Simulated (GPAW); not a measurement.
# Bi (R-3m) in GPAW: notebook, part 2 of 2

GPAW 26.7.0.

## 3. Single point, TASK

POSCAR reads:

```
Bi
1.0
    2.2675000000      1.3091417354      3.9380000000
   -2.2675000000      1.3091417354      3.9380000000
    0.0000000000     -2.6182834708      3.9380000000
Bi
2
Direct
    0.7660000000      0.7660000000      0.7660000000
    0.2340000000      0.2340000000      0.2340000000
```

Potentials or basis: GPAW PAW data sets (gpaw-data 1.2.1), pw.

Run with:

```
$ OMP_NUM_THREADS=1 gpaw run POSCAR -p 'mode=PW(600),xc=MGGA_X_TASK+LDA_C_PW,kpts={size:(7,7,7),gamma:True},occupations={name:fermi-dirac,width:0.05},nbands=25,convergence={density:1e-05,energy:1e-05},maxiter=150,txt=gpaw.txt' --properties efs -w gs.gpw
```

The program printed:

```text
__  _  _
 | _ |_)|_||  |
 |__||  | ||/\| - 26.7.0

Input parameters:
  mode=PW(ecut=600.0),
  convergence={'density': 1e-05, 'energy': 1e-05},
  kpts=MonkhorstPack(size=[7, 7, 7], gamma=True),
  maxiter=150,
  nbands=25,
  occupations=Occupations(name='fermi-dirac', width=0.05),
  xc=XC(name='MGGA_X_TASK+LDA_C_PW')

Diagonalizing LCAO Hamiltonian
Converting LCAO to pw mode

       Bi

       Bi

Atoms  # Å, Bohr magnetons
|   | symbol |         x |        y |        z |    initial magnetic moments |
|---|--------|-----------|----------|----------|-----------------------------|
| 0 |     Bi |  0.000000 | 0.000000 | 9.049524 | ( 0.0000,  0.0000,  0.0000) |
| 1 |     Bi | -0.000000 | 0.000000 | 2.764476 | ( 0.0000,  0.0000,  0.0000) |

Unit cell  # Å
| periodic |         x |         y |        z |  lengths |    angles |
|----------|-----------|-----------|----------|----------|-----------|
|      yes |  2.267500 |  1.309142 | 3.938000 | 4.728980 | 57.304234 |
|      yes | -2.267500 |  1.309142 | 3.938000 | 4.728980 | 57.304234 |
|      yes |  0.000000 | -2.618283 | 3.938000 | 4.728980 | 57.304234 |

Number of symmetries: 12
Symmetry operations  # r_c * U_cc + t_c -> r_c
|    | kind |            matrix            |
|----|------|------------------------------|
|  0 |  E   |  1, 0, 0,  0, 1, 0,  0, 0, 1 |
|  1 |  σ   |  1, 0, 0,  0, 0, 1,  0, 1, 0 |
|  2 |  σ   |  0, 1, 0,  1, 0, 0,  0, 0, 1 |
|  3 |  C3  |  0, 1, 0,  0, 0, 1,  1, 0, 0 |
|  4 |  C3  |  0, 0, 1,  1, 0, 0,  0, 1, 0 |
|  5 |  σ   |  0, 0, 1,  0, 1, 0,  1, 0, 0 |
|  6 |  C2  |  0, 0,-1,  0,-1, 0, -1, 0, 0 |
|  7 |  S6  |  0, 0,-1, -1, 0, 0,  0,-1, 0 |
|  8 |  S6  |  0,-1, 0,  0, 0,-1, -1, 0, 0 |
|  9 |  C2  |  0,-1, 0, -1, 0, 0,  0, 0,-1 |
| 10 |  C2  | -1, 0, 0,  0, 0,-1,  0,-1, 0 |
| 11 |  i   | -1, 0, 0,  0,-1, 0,  0, 0,-1 |

BZ-sampling:
  Number of BZ points: 343
  Number of IBZ points: 44

  Monkhorst-Pack size: [7, 7, 7]
  Monkhorst-Pack shift: [0, 0, 0]

K-points  # in reciprocal-cell coordinates
|     |                                coordinates |     weight |
|-----|--------------------------------------------|------------|
|   0 | (  0.00000000,   0.00000000,   0.00000000) | 0.00291545 |
|   1 | (  0.14285714,   0.00000000,  -0.14285714) | 0.01749271 |
|   2 | (  0.14285714,   0.00000000,   0.00000000) | 0.01749271 |
|   3 | (  0.14285714,   0.14285714,  -0.14285714) | 0.01749271 |
|   4 | (  0.14285714,   0.14285714,   0.00000000) | 0.01749271 |
|   5 | (  0.14285714,   0.14285714,   0.14285714) | 0.00583090 |
|   6 | (  0.28571429,  -0.14285714,  -0.14285714) | 0.01749271 |
|   7 | (  0.28571429,   0.00000000,  -0.28571429) | 0.01749271 |
|   8 | (  0.28571429,   0.00000000,  -0.14285714) | 0.03498542 |
|   9 | (  0.28571429,   0.00000000,   0.00000000) | 0.01749271 |
| ... |                                            |            |
|  43 | (  0.42857143,   0.42857143,   0.42857143) | 0.00583090 |

Plane wave coefficients: 2360
Cutoff: 600.0 eV

Spin-components: 1 (collinear spins)
Bands:           25
Projectors:      12
Spin-degeneracy: 2
Datatype:        complex128

Density:
  Valence electrons: 30.0
  Components: 1
  Grid points: [27 27 27]
  Charge: 0.0  # |e|

Potential:
  Grid points: [27 27 27]

species:
  Bi:
    name:    Bismuth
    Z:       83.0
    valence: 15
    core:    68
    charge:  0.0  # [|e|]
    compensation charges:
      type: gauss
      rc: 0.38  # [Å]
      lmax: 2
    cutoffs:
      filter: 2.23  # [Å]
      core: 2.33  # [Å]
    projectors
    | kind |    occ | energy [eV] | rcut [Å] |
    |------|--------|-------------|----------|
    |   6s |  2.000 |     -14.385 |    1.286 |
    |   6p |  3.000 |      -4.580 |    1.275 |
    |   5d | 10.000 |     -27.119 |    1.349 |
    |    s |        |      12.827 |    1.286 |
    |    p |        |      22.631 |    1.275 |
    |    d |        |       0.093 |    1.349 |

    Using partial waves for Bi as LCAO basis

Reference energy: -1169696.765905  # eV

eigensolver:
  PPCG
  Converge bands: occupied
  niter=2

density mixing:
  MSR1-Mixer
  Pratt-step length: 0.05
  Maximum mixing coefficient: 0.75
  Old densities: 10
  SVD Regularization: 0.005
  Good broyden scale: 1.0
  Trust region scale: 1.0
  Backstep threshold: 4.0
  History deletion threshold: 6.0
  Fourier metric: weight=20.0, sigma=0.015

occupation numbers:
  Fermi-Dirac:
    width: 0.0500  # eV

poisson solver:
  ecut: 4800.0  # eV

xc functional:
  name: MGGA_X_TASK+LDA_C_PW with 2 nearest neighbor stencil

convergence criteria:
- Maximum integral of absolute [dens]ity change: 1e-05 electrons / valence electron
- Maximum [total energy] change in last 3 cyles: 1e-05 eV / valence electron
- Maximum integral of absolute [eigenst]ate change: 4e-08 eV^2 / valence electron
maximum number of iterations: 150

SCF iterations
|iter     | |      energy | eigst |  dens |
|---------|-|-------------|-------|-------|
|iter:   1| |  103.720609 | +0.02 |       |
|iter:   2| |  121.406993 | -1.03 | -1.67 |
|iter:   3| |  121.401152 | -2.55 | -1.73 |
|iter:   4| |  121.328348 | -2.43 | -1.76 |
|iter:   5| |  121.295877 | -2.79 | -2.13 |
|iter:   6| |  121.302296 | -3.86 | -2.27 |
|iter:   7| |  121.303914 | -4.15 | -2.48 |
|iter:   8| |  121.304208 | -5.00 | -2.66 |
|iter:   9| |  121.304179c| -5.89 | -2.77 |
|iter:  10| |  121.304167c| -5.65 | -2.83 |
|iter:  11| |  121.304160c| -6.10 | -2.96 |
|iter:  12| |  121.304213c| -5.07 | -3.01 |
|iter:  13| |  121.304170c| -5.30 | -3.49 |
|iter:  14| |  121.304165c| -6.42 | -4.22 |
|iter:  15| |  121.304164c| -6.83 | -4.62 |
|iter:  16| |  121.304164c| -8.50c| -5.14c|

Converged in 16 steps
Energy contributions relative to reference atoms: (reference = -1169696.765905)

Energy contributions:
  Kinetic:          72.348322
  Coulomb:         -69.637514
  Zero:             -0.753449
  External:          0.000000
  Xc:              119.347098
  Entropy:          -0.000587
  Spinorbit:         0.000000
  ----------------------------
  Free energy:     121.303871
  Extrapolated:    121.304164

dipole moment: (-0.000000, 0.000000, 0.000006)  # |e|*Ang

Fermi level: 6.219
Eigenvalues  # (at kpt = [0.000, 0.000, 0.000])
| band index |      eig [eV] | occ [0-2] |
|------------|---------------|-----------|
|          0 |       -18.513 |     2.000 |
|        ... |               |           |
|          7 |       -18.087 |     2.000 |
|          8 |       -17.940 |     2.000 |
|          9 |       -17.940 |     2.000 |
|         10 |        -8.650 |     2.000 |
|         11 |        -2.022 |     2.000 |
|         12 |         4.366 |     2.000 |
|         13 |         4.576 |     2.000 |
|         14 |         4.576 |     2.000 |
|         15 |         8.864 |     0.000 |
|         16 |         9.394 |     0.000 |
|         17 |         9.394 |     0.000 |
|         18 |        13.108 |     0.000 |
|         19 |        13.189 |     0.000 |
|         20 |        13.189 |     0.000 |
|         21 |        14.077 |     0.000 |
|         22 |        14.264 |     0.000 |
|        ... |               |           |
|         24 |        15.548 |     0.000 |

Gap: 0.333 eV
Transition (v -> c):
  (s=0, k=36, n=14, [0.43, 0.29, 0.29]) -> (s=0, k=25, n=15, [0.43, 0.00, 0.00])
Direct/indirect transitions are different
Direct gap: 0.594 eV
Transition at: (s=0, k=36, n=14, [0.43, 0.29, 0.29])

Forces  # eV/Ang
|        x |        y |        z |
|----------|----------|----------|
|  0.00000 |  0.00000 |  0.14038 |  # Bi   0
| -0.00000 | -0.00000 | -0.14038 |  # Bi   1

Stress tensor  # eV/Ang^3
|         x |         y |         z |
|-----------|-----------|-----------|
| -0.029598 |  0.000000 |  0.000000 |
|  0.000000 | -0.029598 |  0.000000 |
|  0.000000 |  0.000000 | -0.036276 |

# Writing to gs.gpw (mode='')
```

Run time: 4.8 min. Hardware: 1 thread of Arm Neoverse V1, shared host; peak memory 0.32 GiB.

Results:

```yaml
Free_energy: 121.3039 eV
Pressure: 5.1 GPa
Largest_force: 0.140 eV/Å
Band_gap_on_the_k_mesh: 0.33 eV, indirect (least direct gap 0.59 eV)
```

Forces in eV/Å, atoms in the order of the input:
```
Bi   0.000  0.000  0.140
Bi   0.000  0.000 -0.140
```

Stress tensor (GPa, compression positive):
```
4.74 0.00 0.00
0.00 4.74 0.00
0.00 0.00 5.81
```

Caveat: the PAW data sets were made with another functional, which shifts forces and pressure a little; spin-orbit coupling is left out, which as a rule narrows the gap of such compounds by several tenths of an eV; an odd mesh through Γ misses points on the zone boundary, where band edges often lie.

## 4. Single point, RPBE (volume scaled by 0.88)

Bi.cif reads:

```cif
data_Bi
_cell_length_a 4.53170579
_cell_length_b 4.53170579
_cell_length_c 4.53170579
_cell_angle_alpha 57.30423423
_cell_angle_beta 57.30423423
_cell_angle_gamma 57.30423423
_space_group_name_H-M_alt 'P1'
_space_group_name_Hall 'P 1'
_space_group_IT_number 1
loop_
_space_group_symop_operation_xyz
'x,y,z'
loop_
_atom_site_label
_atom_site_type_symbol
_atom_site_symmetry_multiplicity
_atom_site_Wyckoff_symbol
_atom_site_fract_x
_atom_site_fract_y
_atom_site_fract_z
_atom_site_occupancy
Bi1 Bi 1 a 0.7660000000 0.7660000000 0.7660000000 1
Bi2 Bi 1 a 0.2340000000 0.2340000000 0.2340000000 1
```

Potentials or basis: the program's PAW data sets (release 1.2.1) made for this functional, pw.

Run with:

```
$ OMP_NUM_THREADS=1 gpaw run Bi.cif -p 'mode=PW(600),xc=RPBE,kpts={size:(7,7,7),gamma:True},occupations={name:fermi-dirac,width:0.05},nbands=25,convergence={density:1e-05,energy:1e-05},maxiter=150,txt=gpaw.txt' --properties efs -w gs.gpw
```

Wall time 49 s (1 thread of Arm Neoverse V1, shared host); peak memory 0.2 GiB.

The run converged. Its results:

- Free energy: -8.1777 eV
- Pressure: 12.6 GPa
- Largest force: 0.934 eV/Å
- Band gap on the k mesh: 0.35 eV, indirect (least direct gap 0.62 eV)

Forces in eV/Å, atoms in the order of the input:
```
Bi  -0.777 -0.425 -0.294
Bi   0.777  0.425  0.294
```

Stress tensor (GPa, compression positive):
```
12.02 -0.60 -0.42
-0.60 12.79 -0.23
-0.42 -0.23 12.96
```

Levels at points of the mesh, in eV from the valence-band top:
| k point | band 11 | band 12 | band 13 | band 14 | band 15 | band 16 | band 17 | band 18 | band 19 | band 20 |
| --- | --- | --- | --- | --- | --- | --- | --- | --- | --- | --- |
| (0.00, 0.00, 0.00) | -13.72 | -6.43 | -1.55 | -1.22 | -1.22 | 2.87 | 3.45 | 3.45 | 5.90 | 5.99 |

Caveat: spin-orbit coupling is left out, which as a rule narrows the gap of such compounds by several tenths of an eV; an odd mesh through Γ misses points on the zone boundary, where band edges often lie.

## 5. The reference run

An earlier run on the cell as given: functional PBE; potentials or basis GPAW PAW data sets (gpaw-data 1.2.1); cutoff 600 eV; basis pw; k mesh 7 × 7 × 7; occupations fermi-dirac, width 0.05 eV; no spin polarisation.

* Pressure: 2.0 GPa
* Largest force: 0.193 eV/Å
* Band gap on the k mesh: 0.27 eV, indirect (least direct gap 0.54 eV)

## 6. The runs side by side

| task | level | potentials or basis | cell | older calculator (legacy_gpaw) | gap on the mesh (eV) | pressure (GPa) | largest force (eV/Å) |
| --- | --- | --- | --- | --- | --- | --- | --- |
| atomic charges | PBE | GPAW PAW data sets (gpaw-data 1.2.1), pw | as given | yes | 0.27 | 2.0 | 0.19 |
| single point | TASK | GPAW PAW data sets (gpaw-data 1.2.1), pw | as given | - | 0.33 | 5.1 | 0.14 |
| single point | RPBE | the program's PAW data sets (release 1.2.1) made for this functional, pw | volume scaled by 0.88 | - | 0.35 | 12.6 | 0.93 |
| single point | PBE | GPAW PAW data sets (gpaw-data 1.2.1), pw | as given | - | 0.27 | 2.0 | 0.19 |

Alike in all rows: no spin polarisation; k mesh 7 × 7 × 7; cutoff (eV) 600; smearing fermi-dirac 0.05 eV.

Caveats: spin-orbit coupling is left out, which as a rule narrows the gap of such compounds by several tenths of an eV; an odd mesh through Γ misses points on the zone boundary, where band edges often lie; the PAW data sets were made with another functional, which shifts forces and pressure a little (some runs).

Absolute energies hang on the potentials; compare differences alone.
